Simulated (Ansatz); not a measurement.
Sn:

```
Sn
1.0
    -2.02919    2.02919    1.66076
     2.02919   -2.02919    1.66076
     2.02919    2.02919   -1.66076
Sn
1
Direct
  0.00000 0.00000 0.00000
```

This isn't the form of Sn at room conditions, which is tetragonal (white tin).

```yaml
Program: Ansatz 0.2.0
Task: relaxation of cell and atoms
Functional: RPBE
Potentials_or_basis: Ansatz PAW
Cutoff: "420 eV (not typed: the program's choice for these potentials)"
k_mesh: 10 × 10 × 10
Occupations: fermi-dirac, width 0.05 eV
Spin: no spin polarisation
```

At the start: volume 27.35 Å³/atom.

Question: Where does the relaxation end?

Answer: It ends after 5 steps and the volume is 28.68 Å³/atom (+4.8 %); space group I4/mmm (No. 139, to 0.05 Å).

Step by step:
```
step  energy change (eV)  largest force (eV/Å)  volume (Å³)
   1              0.0000                0.0000        27.35
   2             -0.0093                0.0000        28.72
   3             -0.0094                0.0000        28.67
   4             -0.0094                0.0000        28.68
   5             -0.0097                0.0000        28.68
```

Final structure:
```yaml
crystal:
  lattice:
    - [-2.05409, 2.05409, 1.69916]
    - [2.05409, -2.05409, 1.69916]
    - [2.05409, 2.05409, -1.69916]
  atoms:
    - { symbol: Sn, position: [0.00000, 0.00000, 0.00000] }
```

Caveat: the plane-wave basis is chosen anew once the cell has moved, so the energies of steps on either side of that aren't comparable; the PAW data sets come from PBE, with cores solved anew for the run's functional, which leaves a small shift of forces and pressure.
